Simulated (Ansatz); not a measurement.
# BeS under changes of volume

One of the cells (14.261 Å³/atom); the others are scaled copies at fixed shape and fractional positions:

```
S Be
1.0
     0.00000    2.42500    2.42500
     2.42500    0.00000    2.42500
     2.42500    2.42500    0.00000
S Be
1 1
Direct
  0.75000 0.75000 0.75000
  0.00000 0.00000 0.00000
```

* Program: Ansatz 0.2.0
* Functional: LDA
* Potentials or basis: Ansatz PAW
* Cutoff: 420 eV (not typed: the program's choice for these potentials)
* k mesh: 9 × 9 × 9
* Occupations: fermi-dirac, width 0.05 eV
* Spin: no spin polarisation

```tsv
volume (Å³/atom)	energy over the lowest point (meV/atom)	pressure (GPa)	gap on the mesh (eV)
13.405	?	?	?
13.690	0.00	0.8	2.91
13.975	0.52	-1.3	2.95
14.261	4.57	-3.2	2.99
14.546	11.82	-4.9	3.03
14.831	21.97	-6.5	3.07
15.116	34.75	-7.9	3.10
```

What does the run at 13.405 Å³/atom give?

Energy over the lowest point 3.38 meV/atom; pressure 3.1 GPa; gap on the mesh 2.86 eV.

Worked out: A Birch-Murnaghan fit of order 3 (a polynomial in V^(-2/3)) to the other rows has its minimum at 13.79 Å³/atom with B0 = V·E''(V) = 102 GPa and B' = 3.7. It gives 3.37 meV/atom at 13.405 Å³/atom, against the run's 3.38, and -dE/dV = 3.1 GPa, against 3.1. A straight line through the other rows of the gap, of slope 1.95 eV per unit of ln V, extrapolates to 2.87 eV, against the run's 2.86.

Energies are extrapolated to zero smearing.

Caveats: odd divisions of the mesh miss points on the zone boundary, where band edges often lie, so the gap on the mesh can be too wide; the PAW data sets come from PBE, with cores solved anew for the run's functional, which leaves a small shift of forces and pressure.

A mesh can miss the band edges.
